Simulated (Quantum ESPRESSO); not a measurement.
Runs of Quantum ESPRESSO 7.5 on Tc. The structure is hexagonal, space group P6_3/mmc (No. 194). The conventional cell has a = 2.740 Å, b = 2.740 Å, c = 4.398 Å, α = 90.00°, β = 90.00°, γ = 120.00°. Tc (site symmetry -6m2) is surrounded by 12 Tc at 2.71 to 2.74 Å. 

```csv
potentials or basis,cutoff (eV),gap on the mesh (eV),pressure (GPa)
SPMS 1.0 PBE,952,none,2.7
PseudoDojo 0.4 SR PBE stringent,1143,none,3.3
SSSP 1.3 efficiency PBE,816,none,2.9
PseudoDojo 0.5 SR PBE standard,1143,none,3.3
PseudoDojo 0.4.1 SR PBE standard,1143,none,3.3
Ansatz NC SR PBE,1143,none,2.9
GBRV 1.5 PBE,612,none,(a)
SG15 PBE 1.2,952,none,2.9
PseudoDojo 0.5 SR PBE stringent,1143,none,3.3
JTH 2.0 PBE,490,none,2.4
```

Alike in all rows: task band structure; level PBE; no spin polarisation; cell as given; k mesh 11 × 11 × 6; smearing fermi-dirac 0.05 eV.

Q: Estimate the missing entries.

A: (a) 2.5.

Caveats: the cutoff is low for these files, which shifts pressure and relaxed volume (some runs).

A k mesh can miss the band edges, and the runs leave out spin-orbit coupling on Tc.

A gap of «none» marks a metal or a gap under the smearing width.
